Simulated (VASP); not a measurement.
Input of a VASP 6.6.1 run:

The input POSCAR:

```
CdTe
1.0
    0.0000000000      3.2050000000      3.2050000000
    3.2050000000      0.0000000000      3.2050000000
    3.2050000000      3.2050000000      0.0000000000
Cd Te
1 1
Direct
    0.0000000000      0.0000000000      0.0000000000
    0.2500000000      0.2500000000      0.2500000000
```

The input INCAR.step1:

```
PREC = Accurate ; ENCUT = 450
EDIFF = 1E-8 ; ISMEAR = 0
SIGMA = 0.01 ; LREAL = False
LASPH = True ; NELM = 100
ALGO = Normal ; LWAVE = True
LCHARG = False ; GGA = PS
```

INCAR.step2

```
PREC = Accurate ; ENCUT = 450
EDIFF = 1E-8 ; ISMEAR = 0
SIGMA = 0.01 ; LREAL = False
LASPH = True ; NELM = 1
ALGO = Exact ; LWAVE = True
LCHARG = False ; GGA = PS
NBANDS = 109 ; LOPTICS = True
ISTART = 1
```

File INCAR.step3:

```
PREC = Accurate ; ENCUT = 450
EDIFF = 1E-8 ; ISMEAR = 0
SIGMA = 0.01 ; LREAL = False
LASPH = True ; ALGO = EVGW0
LWAVE = False ; LCHARG = False
GGA = PS ; NELMGW = 1
NBANDS = 109 ; ENCUTGW = 150
NOMEGA = 50 ; PRECFOCK = Fast
ISTART = 1 ; NBANDSGW = 17
```

KPOINTS

```
Automatic mesh
0
Gamma
  5 5 5
```

Potentials or basis: VASP PAW PBE potentials, release 64 (Cd_GW, Te_GW).

Command:

```bash
$ cat potpaw_PBE.64/Cd_GW/POTCAR potpaw_PBE.64/Te_GW/POTCAR > POTCAR
$ cp INCAR.step1 INCAR
$ mpirun -np 1 vasp_std > vasp.out
$ cp INCAR.step2 INCAR
$ mpirun -np 1 vasp_std > vasp.out
$ cp INCAR.step3 INCAR
$ mpirun -np 1 vasp_std > vasp.out
```

**Question.** What does it give for the quasiparticle gap?

**Answer.** 1.63 eV.

**Question.** What does it give for the least direct quasiparticle gap?

**Answer.** 1.63 eV.

**Question.** Predict the band gap on the k mesh, mean-field level.

**Answer.** 0.75 eV, direct.

Caveat: bands, screening cutoff and mesh are small and nothing is extrapolated, so the quasiparticle values aren't converged; spin-orbit coupling is left out, which moves the levels of the heavy elements.

**Measured values to compare with.**

A printed reference work, data compilation reports, for a bulk crystal of CdTe at 0 K: band gap 1.607 eV.

Against the measured gap of CdTe, 1.607 eV (0 K; a printed reference work, data compilation), the calculated 1.63 eV is off by +0.02 eV. Spin-orbit coupling on Cd, Te is left out. The value is that of G0W0 on PBEsol, without temperature or zero-point motion.
